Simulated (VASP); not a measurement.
**VASP 6.6.1, r²SCAN single-point calculation, ZnS (strained zincblende)**

INCAR

```
SIGMA = 0.01
LWAVE = .FALSE.
NBANDS = 16
IBRION = -1
LASPH = .TRUE.
LCHARG = .FALSE.
EDIFF = 1E-7
ISMEAR = 0
NSW = 0
NELM = 120
ENCUT = 520
LREAL = .FALSE.
METAGGA = R2SCAN
ISIF = 2
PREC = Accurate
ALGO = Normal
```

KPOINTS

```
KPOINTS created by Atomic Simulation Environment
0
Gamma
8 8 8
0 0 0
```

KPOINTS_OPT

```
special points
6
Reciprocal
0.0000000000 0.0000000000 0.0000000000 1
-0.5000000000 -0.5000000000 0.0000000000 1
-0.3750000000 -0.3750000000 0.2500000000 1
-0.3750000000 0.0000000000 0.3750000000 1
0.0000000000 0.0000000000 0.5000000000 1
-0.5000000000 -0.2500000000 0.2500000000 1
```

POSCAR

```
Zn S
 1.0000000000000000
     0.0000000000000000    2.6940858314999998    2.8018492648000000
     2.6940858314999998    0.0000000000000000    2.8018492648000000
     2.6940858314999998    2.6940858314999998    0.0000000000000000
 Zn  S
   1   1
Cartesian
  0.0000000000000000  0.0000000000000000  0.0000000000000000
  1.3470429157499999  1.3470429157499999  1.4009246323999998
```

VASP ran with the recommended PBE PAW datasets (18 valence electrons in the cell).

Command

```
mpirun -np 1 vasp_std
```

OSZICAR

```
N       E                     dE             d eps       ncg     rms          rms(c)
DAV:   1     0.743982835219E+02    0.74398E+02   -0.91228E+03  1888   0.137E+03
DAV:   2    -0.161602786268E+02   -0.90559E+02   -0.85046E+02  2168   0.261E+02
DAV:   3    -0.218771018518E+02   -0.57168E+01   -0.56948E+01  2256   0.650E+01
DAV:   4    -0.219348367978E+02   -0.57735E-01   -0.57720E-01  2424   0.674E+00
DAV:   5    -0.219354770653E+02   -0.64027E-03   -0.64026E-03  2320   0.660E-01    0.671E+00
DAV:   6    -0.188562749562E+02    0.30792E+01   -0.14533E+00  1968   0.369E+01    0.607E+00
DAV:   7    -0.188279695161E+02    0.28305E-01   -0.41790E-01  2424   0.101E+01    0.355E+00
DAV:   8    -0.188445302016E+02   -0.16561E-01   -0.30920E-02  2408   0.167E+00    0.116E+00
DAV:   9    -0.188465200272E+02   -0.19898E-02   -0.29519E-03  2416   0.116E+00    0.963E-02
DAV:  10    -0.188466587184E+02   -0.13869E-03   -0.82787E-04  2304   0.294E-01    0.730E-02
DAV:  11    -0.188467049317E+02   -0.46213E-04   -0.17958E-04  2312   0.310E-01    0.228E-02
DAV:  12    -0.188467073159E+02   -0.23842E-05   -0.46967E-05  2440   0.157E-01    0.905E-03
DAV:  13    -0.188467120953E+02   -0.47794E-05   -0.64092E-06  2496   0.550E-02    0.474E-03
DAV:  14    -0.188467138821E+02   -0.17868E-05   -0.15900E-06  2112   0.108E-02    0.138E-03
DAV:  15    -0.188467140432E+02   -0.16105E-06   -0.27088E-08  1216   0.141E-03    0.120E-03
DAV:  16    -0.188467144136E+02   -0.37037E-06   -0.75372E-09  1176   0.129E-03    0.748E-05
DAV:  17    -0.188467144052E+02    0.83287E-08   -0.25156E-09  1112   0.395E-04
   1 F= -.18846714E+02 E0= -.18846714E+02  d E =-.506583E-26
       N       E                     dE             ncg
DAV:   1     0.227475978587E+04   -0.32933E+04      192
DAV:   2     0.174495360500E+04   -0.52981E+03      232
DAV:   3     0.171290130597E+04   -0.32052E+02      256
DAV:   4     0.171261123564E+04   -0.29007E+00      240
DAV:   5     0.171260791506E+04   -0.33206E-02      248
DAV:   6     0.171260785312E+04   -0.61946E-04      240
DAV:   7     0.171260785171E+04   -0.14091E-05      264
DAV:   8     0.171260785167E+04   -0.33776E-07      200
```

From OUTCAR

```
k-points           NKPTS =     59   k-points in BZ     NKDIM =     59   number of bands    NBANDS=     16

   NELECT =      18.0000    total number of electrons

   dimension x,y,z NGX =    30 NGY =   30 NGZ =   28
   dimension x,y,z NGXF=    60 NGYF=   60 NGZF=   56

  energy-cutoff  :      520.00
  volume of cell :       40.67
      direct lattice vectors                 reciprocal lattice vectors
     0.000000000  2.694085831  2.801849265    -0.185591711  0.185591711  0.178453569
     2.694085831  0.000000000  2.801849265     0.185591711 -0.185591711  0.178453569
     2.694085831  2.694085831  0.000000000     0.185591711  0.185591711 -0.178453569

 k-points in reciprocal lattice and weights: KPOINTS created by Atomic Simulation Env
   0.00000000  0.00000000  0.00000000       0.002
   0.12500000  0.00000000  0.00000000       0.016
   0.25000000  0.00000000  0.00000000       0.016
   0.37500000  0.00000000  0.00000000       0.016
   0.50000000  0.00000000  0.00000000       0.008
   0.12500000  0.12500000  0.00000000       0.004
   0.25000000  0.12500000  0.00000000       0.016
   0.37500000  0.12500000  0.00000000       0.016
   ...

 E-fermi :   1.6685

 k-point     1 :       0.0000    0.0000    0.0000
  band No.  band energies     occupation
      1     -11.9071      2.00000
      2      -4.8476      2.00000
      3      -4.8239      2.00000
      4      -4.8238      2.00000
      5      -4.3308      2.00000
      6      -4.3227      2.00000
      7       1.4482      2.00000
      8       1.5979      2.00000
      9       1.5979      2.00000
     10       4.0768      0.00000
     11       8.4811      0.00000
     12       8.4812      0.00000
     13       8.4891      0.00000
     14      13.4106      0.00000
     15      13.9413      0.00000
     16      14.1543      0.00000

 k-point     2 :       0.1250    0.0000    0.0000
  band No.  band energies     occupation
      1     -11.7938      2.00000
      2      -4.8344      2.00000
      3      -4.8111      2.00000
      4      -4.8025      2.00000
      5      -4.3309      2.00000
      6      -4.3252      2.00000
      7       0.4794      2.00000
      8       1.3500      2.00000
      9       1.4667      2.00000
     10       4.8726      0.00000
     11       8.3314      0.00000
     12       8.7434      0.00000
     13       8.7462      0.00000
     14      12.9208      0.00000
     15      13.4801      0.00000
     16      14.7311      0.00000

 k-point     3 :       0.2500    0.0000    0.0000
  band No.  band energies     occupation
      1     -11.4994      2.00000
      2      -4.7850      2.00000
      3      -4.7574      2.00000
      4      -4.7543      2.00000
      5      -4.3259      2.00000
      6      -4.3239      2.00000
      7      -1.2273      2.00000
      8       1.0143      2.00000
      9       1.1782      2.00000
     10       5.4512      0.00000
     11       8.8015      0.00000
     12       9.1450      0.00000
     13       9.1740      0.00000
     14      12.8992      0.00000
     15      13.1290      0.00000
     16      14.2988      0.00000

 k-point     4 :       0.3750    0.0000    0.0000
  band No.  band energies     occupation
      1     -11.1677      2.00000
      2      -4.7430      2.00000
      3      -4.7137      2.00000
      4      -4.5366      2.00000
      5      -4.3158      2.00000
      6      -4.3032      2.00000
      7      -2.7475      2.00000
      8       0.7146      2.00000
      9       0.9190      2.00000
     10       5.3637      0.00000
     11       8.9124      0.00000
     12       9.2119      0.00000
     13      10.2603      0.00000
     14      13.7909      0.00000
     15      14.1163      0.00000
     16      14.3554      0.00000

 k-point     5 :       0.5000    0.0000    0.0000
  band No.  band energies     occupation
      1     -11.0166      2.00000
      2      -4.7313      2.00000
      3      -4.6999      2.00000
      4      -4.3075      2.00000
      5      -4.2956      2.00000
      6      -4.1406      2.00000
      7      -3.6311      2.00000
      8       0.5976      2.00000
      9       0.8181      2.00000
     10       5.2773      0.00000
     11       8.8248      0.00000
     12       9.1377      0.00000
     13      10.8497      0.00000
     14      14.2260      0.00000
     15      15.3840      0.00000
     16      15.6508      0.00000

 k-point     6 :       0.1250    0.1250    0.0000
  band No.  band energies     occupation
      1     -11.7631      2.00000
      2      -4.8583      2.00000
      3      -4.7846      2.00000
      4      -4.7845      2.00000
      5      -4.3467      2.00000
      6      -4.3136      2.00000
      7       0.4379      2.00000
      8       1.2209      2.00000
      9       1.2209      2.00000
     10       5.1862      0.00000
     11       7.8101      0.00000
     12       9.1151      0.00000
     13       9.1152      0.00000
     14      11.7511      0.00000
     15      14.3463      0.00000
     16      15.1128      0.00000

 k-point     7 :       0.2500    0.1250    0.0000
  band No.  band energies     occupation
      1     -11.5337      2.00000
      2      -4.8377      2.00000
      3      -4.7354      2.00000
      4      -4.7349      2.00000
      5      -4.3536      2.00000
      6      -4.3067      2.00000
      7      -0.7854      2.00000
      8       0.8477      2.00000
      9       0.8713      2.00000
     10       5.9782      0.00000
     11       7.6957      0.00000
     12       9.3663      0.00000
     13       9.7219      0.00000
     14      11.5777      0.00000
     15      14.2011      0.00000
     16      15.8100      0.00000

 k-point     8 :       0.3750    0.1250    0.0000
  band No.  band energies     occupation
      1     -11.2104      2.00000
      2      -4.7623      2.00000
      3      -4.6884      2.00000
      4      -4.6154      2.00000
      5      -4.3310      2.00000
      6      -4.3007      2.00000
      7      -2.2361      2.00000
      8       0.3715      2.00000
      9       0.6256      2.00000
     10       6.1132      0.00000
     11       8.2356      0.00000
     12       9.6304      0.00000
     13       9.8850      0.00000
     14      12.9538      0.00000
     15      14.7768      0.00000
     16      15.1154      0.00000

 k-point     9 :       0.5000    0.1250    0.0000
  band No.  band energies     occupation
      1     -10.9848      2.00000
      2      -4.7287      2.00000
      3      -4.6707      2.00000
      4      -4.3555      2.00000
      5      -4.3039      2.00000
      6      -4.1901      2.00000
      7      -3.3480      2.00000
      8      -0.0012      2.00000
      9       0.6005      2.00000
     10       6.0364      0.00000
     11       8.2766      0.00000
     12       9.6621      0.00000
     13      10.7785      0.00000
     14      14.2301      0.00000
     15      15.4420      0.00000
     16      15.4567      0.00000

 k-point    10 :      -0.3750    0.1250    0.0000
  band No.  band energies     occupation
      1     -11.0261      2.00000
      2      -4.7260      2.00000
      3      -4.6840      2.00000
      4      -4.4249      2.00000
      5      -4.3248      2.00000
      6      -4.2354      2.00000
      7      -3.0691      2.00000
      8      -0.1169      2.00000
      9       0.8043      2.00000
     10       6.0651      0.00000
     11       8.5202      0.00000
     12       9.5012      0.00000
     13      10.3774      0.00000
     14      13.7460      0.00000
     15      14.5903      0.00000
     16      16.2924      0.00000

 k-point    11 :      -0.2500    0.1250    0.0000
  band No.  band energies     occupation
      1     -11.3007      2.00000
      2      -4.7548      2.00000
      3      -4.7253      2.00000
      4      -4.6939      2.00000
      5      -4.3426      2.00000
      6      -4.2882      2.00000
      7      -1.7874      2.00000
      8       0.0907      2.00000
      9       1.1407      2.00000
     10       6.1397      0.00000
     11       8.5886      0.00000
     12       9.2938      0.00000
     13       9.3644      0.00000
     14      12.4096      0.00000
     15      14.5310      0.00000
     16      15.2114      0.00000

 k-point    12 :      -0.1250    0.1250    0.0000
  band No.  band energies     occupation
      1     -11.6137      2.00000
      2      -4.8184      2.00000
      3      -4.7764      2.00000
      4      -4.7754      2.00000
      5      -4.3395      2.00000
      6      -4.3135      2.00000
      7      -0.3894      2.00000
      8       0.6514      2.00000
      9       1.4276      2.00000
     10       5.6690      0.00000
     11       7.9830      0.00000
     12       8.9538      0.00000
     13       9.3741      0.00000
     14      12.4497      0.00000
     15      13.4741      0.00000
     16      15.6702      0.00000

 ...

  Total       -0.5428660     -0.5428660     -1.0204935      0.0000000      0.0000000      0.0000000
  in kB      -21.3848218    -21.3848218    -40.1997381      0.0000000      0.0000000      0.0000000
  external PRESSURE =     -27.6564606 kB  Pullay stress =       0.0000000 kB

 POSITION                                       TOTAL-FORCE (eV/Angst)
 -----------------------------------------------------------------------------------
      0.00000      0.00000      0.00000         0.000000      0.000000      0.000000
      1.34704      1.34704      1.40092        -0.000000     -0.000000     -0.000000
 -----------------------------------------------------------------------------------
    total drift:                                0.000525      0.000525      0.002143

  FREE ENERGIE OF THE ION-ELECTRON SYSTEM (eV)
  ---------------------------------------------------
  free  energy   TOTEN  =       -18.8467144052 eV

  energy  without entropy=      -18.8467144052  energy(sigma->0) =      -18.84671441
```

```
gap between bands v and c : 2.48 eV
least direct gap          : 2.48 eV
pressure                  : -2.8 GPa
```

Band v is the last that the valence electrons fill when counted band by band, and c is the next.

The run took about 2.6 min on one core of a shared host (Intel Xeon Platinum 8488C) and held 0.2 GiB at most.
